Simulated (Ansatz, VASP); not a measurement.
Two plane-wave programs on Sn3O

```
Sn O
1.0
    -2.85394    2.85394    2.85394
     2.85394   -2.85394    2.85394
     2.85394    2.85394   -2.85394
Sn O
3 1
Direct
  0.00000 0.50000 0.50000
  0.50000 0.00000 0.50000
  0.50000 0.50000 0.00000
  0.00000 0.00000 0.00000
```

Alike in both runs: functional PBE; k mesh 4 × 4 × 4; occupations gaussian, width 0.1 eV; no spin polarisation.

Ansatz relaxed the structure, and its values are those at the end. VASP's run is a single point on that final structure, the one shown.

|  | VASP | Ansatz |
| --- | --- | --- |
| version | VASP 6.6.1 | Ansatz 0.2.0 |
| potentials or method | VASP PAW PBE potentials, release 64 (Sn_d, O) | scalar-relativistic, plane waves, PAW |
| plane-wave cutoff (eV) | 520 | 420 |
| valence electrons in the cell | 48 | 48 |

|  | VASP | Ansatz | Ansatz less VASP |
| --- | --- | --- | --- |
| gap on the k mesh at the Fermi level (eV) | none | none | - |
| pressure (GPa) | -0.2 | -0.1 | +0.10 |

A gap of «none» marks a metal or a gap that the smearing closes.

Caveats: the k mesh is coarse (spacing up to 0.39 Å⁻¹), so the values aren't converged.
